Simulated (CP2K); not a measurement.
Crystal: Nb3Sn.

```
CELL_PARAMETERS angstrom
5.28210 0.00000 0.00000
0.00000 5.28210 0.00000
0.00000 0.00000 5.28210
ATOMIC_POSITIONS crystal
Sn 0.50000 0.50000 0.50000
Sn 0.00000 0.00000 0.00000
Nb 0.00000 0.50000 0.25000
Nb 0.00000 0.50000 0.75000
Nb 0.50000 0.25000 0.00000
Nb 0.75000 0.00000 0.50000
Nb 0.50000 0.75000 0.00000
Nb 0.25000 0.00000 0.50000
```

* Program: CP2K 2026.2
* Task: single point
* Functional: PBEsol
* Potentials or basis: POTENTIAL_UZH Sn GTH-PBE-q4, Nb GTH-PBE-q13; TZVP-MOLOPT-PBE-GTH basis
* Density cutoff: 6123 eV
* k mesh: 5 × 5 × 5
* Occupations: fermi-dirac, width 0.05 eV
* Spin: no spin polarisation

On this cell: pressure 1.8 GPa; largest force zero by symmetry; band gap on the k mesh none (metal or under the smearing width).

The same run follows on a disturbed copy (atoms moved at random, drawn with an rms of 0.05 Å):

```
Sn Nb
1.0
     5.28210    0.00000    0.00000
     0.00000    5.28210    0.00000
     0.00000    0.00000    5.28210
Sn Nb
2 6
Direct
  0.50810 0.50455 0.50320
  0.00578 0.99774 0.98492
  0.99688 0.49414 0.23741
  0.00499 0.50032 0.74617
  0.49721 0.24956 0.99952
  0.75230 0.00195 0.49439
  0.50488 0.74655 0.99263
  0.25364 0.99737 0.50667
```

Q: What does the disturbed cell give?

A: The energy (extrapolated to zero smearing) moves by +8.7 meV/atom; pressure 2.1 GPa; largest force 0.920 eV/Å; band gap on the k mesh none (metal or under the smearing width).

Forces in eV/Å, atoms in the order of the input:
```
Sn  -0.341 -0.314 -0.456
Sn  -0.316 -0.015  0.864
Nb   0.236  0.077  0.314
Nb   0.111 -0.038 -0.029
Nb   0.182 -0.010  0.097
Nb  -0.007  0.104 -0.394
Nb   0.097  0.093  0.258
Nb   0.038  0.103 -0.654
```

Stress tensor (GPa, compression positive):
```
 1.23  0.11 -0.84
 0.11  2.67  0.59
-0.84  0.59  2.40
```

Caveats: the potentials were made for another functional, which shifts forces and pressure; the basis of atomic orbitals isn't converged, which shifts pressures, moduli and gaps.
